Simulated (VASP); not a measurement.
Input of a VASP 6.6.1 run:

File INCAR:

```
  ALGO = Normal
  EDIFF = 1E-6
  ENCUT = 520
  GGA = PE
  ISIF = 2
  ISMEAR = 0
  LASPH = T
  LCHARG = F
  LREAL = F
  LWAVE = F
  NBANDS = 10
  NELM = 100
  PREC = Accurate
  SIGMA = 0.1
```

The input KPOINTS:

```
k-points
0
Gamma
  8 8 8
```

The input POSCAR:

```
Br
1.0
   -1.5176005967      1.5176005967      4.0015154451
    1.5176005967     -1.5176005967      4.0015154451
    1.5176005967      1.5176005967     -4.0015154451
Br
1
Direct
    0.0000000000      0.0000000000      0.0000000000
```

Potentials or basis: VASP PAW PBE potentials, release 64 (Br).

Run with:

```console
$ cat potpaw_PBE.64/Br/POTCAR > POTCAR
$ mpirun -np 1 vasp_std > vasp.out
```

**Question.** Estimate the pressure.

**Answer.** -3.0 GPa.

**Question.** What does it give for the band gap on the k mesh?

**Answer.** None (metal or under the smearing width).

Stress tensor (GPa, compression positive):
```
-4.70  0.00  0.00
 0.00 -4.70  0.00
 0.00  0.00  0.29
```

Caveat: the k mesh is coarse (spacing up to 0.37 Å⁻¹), so the values aren't converged; an odd number of electrons without spin polarisation forces a metal; a magnetic or distorted state may lie lower.
